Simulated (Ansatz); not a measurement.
Consider ZrO2 in the fluorite structure (space group Fm-3m, No. 225).

```
CELL_PARAMETERS angstrom
      0.00000     2.54467     2.54467
      2.54467     0.00000     2.54467
      2.54467     2.54467     0.00000
ATOMIC_POSITIONS crystal
  Zr 0.00000 0.00000 0.00000
  O  0.25000 0.25000 0.25000
  O  0.75000 0.75000 0.75000
```

Cartesian axes are those of the cell as printed.

Calculations: r2SCAN/PAW in Ansatz (a first-principles code), no spin-orbit coupling.

Perturbation: uniaxial strain ε_yy = −0.92 %, all other strain components held at zero; the atoms relax in the strained cell.

Task: Predict the stress tensor and what it implies for the stiffness.

Result: Stress of the strained cell less that of the base (GPa, compression positive):
```
   0.99    0.00    0.00
   0.00    5.30    0.00
   0.00    0.00    0.99
```

Then −Δσ_ii/ε with ε = -0.0092 gives relaxed-ion elastic constants: C22 ≈ 576 GPa, C12 ≈ 108 GPa and C23 ≈ 108 GPa.

Whether these cells are dynamically stable was not tested. This is not the structure that ZrO2 has at room temperature and ambient pressure.
